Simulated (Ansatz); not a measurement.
**SiC: equation of state**

An exercise on one series of results from a longer session: the logs are not shown, and one member is left open.

Program: Ansatz 0.2.0. Level of theory: DFT PBE, scalar-relativistic. These are calculated values, not measurements.

**The starting structure**

It takes space group P6_3mc (No. 186, hexagonal). The conventional cell has a = 3.076 Å, b = 3.076 Å, c = 5.048 Å, α = 90.00°, β = 90.00°, γ = 120.00°. Si (site symmetry 3m) is surrounded by 4 C at 1.87 to 1.94 Å. C (site symmetry 3m) is surrounded by 4 Si at 1.87 to 1.94 Å.

As a file:

```cif
data_structure
_symmetry_space_group_name_H-M 'P6_3mc'
_symmetry_Int_Tables_number 186
_cell_length_a 3.0760
_cell_length_b 3.0760
_cell_length_c 5.0480
_cell_angle_alpha 90.000
_cell_angle_beta 90.000
_cell_angle_gamma 120.000
_cell_volume 41.36
loop_
_atom_site_label
_atom_site_type_symbol
_atom_site_symmetry_multiplicity
_atom_site_Wyckoff_symbol
_atom_site_fract_x
_atom_site_fract_y
_atom_site_fract_z
_atom_site_occupancy
Si1 Si 2 b 0.33333 0.66667 0.00000 1
C1 C 2 b 0.33333 0.66667 0.38500 1
```

The file gives the conventional cell by its symmetry; the runs use the cell typed in the input.

Atoms are numbered in the order of the input: Si1, Si2, C3, C4.

The first run:

File input.yaml:

```yaml
crystal:
  lattice:
    - [3.0344255669, 0.0, 0.0]
    - [-1.5172127834, 2.6278896269, 0.0]
    - [0.0, 0.0, 4.9797754205]
  atoms:
    - { symbol: Si, position: [0.3333333333, 0.6666666667, 0.0] }
    - { symbol: Si, position: [0.6666666667, 0.3333333333, 0.5] }
    - { symbol: C, position: [0.3333333333, 0.6666666667, 0.385] }
    - { symbol: C, position: [0.6666666667, 0.3333333333, 0.885] }
kpoints:
  mp_grid: { grid: [15, 15, 8] }
  band_path:
    path:
      - [0.0, 0.0, 0.0]
      - [0.5, 0.0, 0.0]
      - [0.3333333333, 0.3333333333, 0.0]
      - [0.0, 0.0, 0.0]
      - [0.0, 0.0, 0.5]
      - [0.5, 0.0, 0.5]
      - [0.3333333333, 0.3333333333, 0.5]
      - [0.0, 0.0, 0.5]
      - [0.5, 0.0, 0.5]
    npoints: 5
scf:
  occupations: { method: fermi_dirac, width: 0.08 }
hamiltonian:
  xc: pbe
  pseudopotentials: { kind: all_electron, lapw: { basis_error: 0.001 } }
output:
  forces: true
  stress: true
  eigenvalues: true
```

Run with:

```sh
> ansatz run input.yaml --threads 1 --pin off --max-ram 4096MiB --backend cpu --events-out ev --progress --plain --runs-dir out
```

Among the steps run: Volume × 0.96, LAPW; Volume × 0.96, PAW; Volume × 0.96, crystal datasets; Volume × 0.99, LAPW; Volume × 0.99, PAW; Volume × 0.99, crystal datasets; Volume × 1.02, LAPW; Volume × 1.02, PAW; Volume × 1.02, crystal datasets; Volume × 1.06, LAPW; Volume × 1.06, PAW; Volume × 1.06, crystal datasets.

One of the session's tables, all rows but one given; the rest of the session is left out.

```
          method  volume (Å³/atom)  gap on the k mesh (eV)  largest force (eV/Å)
            LAPW             9.927                    2.25                 0.819
            LAPW            10.238                    2.31                 0.768
            LAPW            10.548                    2.36                 0.722
            LAPW            10.961                    2.43                 0.665
             PAW             9.927                    2.25                 0.819
             PAW            10.238                       ?                     ?
             PAW            10.548                    2.36                 0.722
             PAW            10.961                    2.43                 0.665
crystal datasets             9.927                    2.25                 0.819
crystal datasets            10.238                    2.31                 0.768
crystal datasets            10.548                    2.36                 0.722
crystal datasets            10.961                    2.43                 0.665
```

Estimate the missing values for PAW, 10.238.

The run gave: gap on the k mesh (eV): 2.31; largest force (eV/Å): 0.769.

Limits of these values: Warnings in the runs' records: crystal datasets made.
